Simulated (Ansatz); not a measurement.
AlNi:

```
CELL_PARAMETERS angstrom
2.88100 0.00000 0.00000
0.00000 2.88100 0.00000
0.00000 0.00000 2.88100
ATOMIC_POSITIONS crystal
Ni 0.50000 0.50000 0.50000
Al 0.00000 0.00000 0.00000
```

* Program: Ansatz 0.2.0
* Task: single point
* Functional: PBEsol
* Potentials or basis: Ansatz PAW
* Cutoff: 420 eV (not typed: the program's choice for these potentials)
* k mesh: 9 × 9 × 9
* Occupations: fermi-dirac, width 0.05 eV
* Spin: collinear spin, ferromagnetic start
* Starting moments: [1.0, 0.0] μB

On this cell: pressure -3.4 GPa; largest force zero by symmetry; net moment 0.00 μB per cell; band gap on the k mesh none (metal or under the smearing width).

The same run follows on a disturbed copy (atoms moved at random, drawn with an rms of 0.05 Å):

```
Ni Al
1.0
     2.88100    0.00000    0.00000
     0.00000    2.88100    0.00000
     0.00000    0.00000    2.88100
Ni Al
1 1
Cartesian
  1.4375 1.3671 1.4352
  0.0174 0.0316 -0.0066
```

Q: What does the disturbed cell give?

A: The energy (extrapolated to zero smearing) moves by +16.4 meV/atom; pressure -2.6 GPa; largest force 0.614 eV/Å; net moment 0.00 μB per cell; band gap on the k mesh none (metal or under the smearing width).

Forces in eV/Å, atoms in the order of the input:
```
Ni   0.121  0.602 -0.008
Al  -0.121 -0.602  0.008
```

Stress tensor (GPa, compression positive):
```
-2.43  0.30  0.00
 0.30 -2.97 -0.02
 0.00 -0.02 -2.40
```

Caveats: the PAW data sets come from PBE, with cores solved anew for the run's functional, which leaves a small shift of forces and pressure; the starting moments weren't kept.
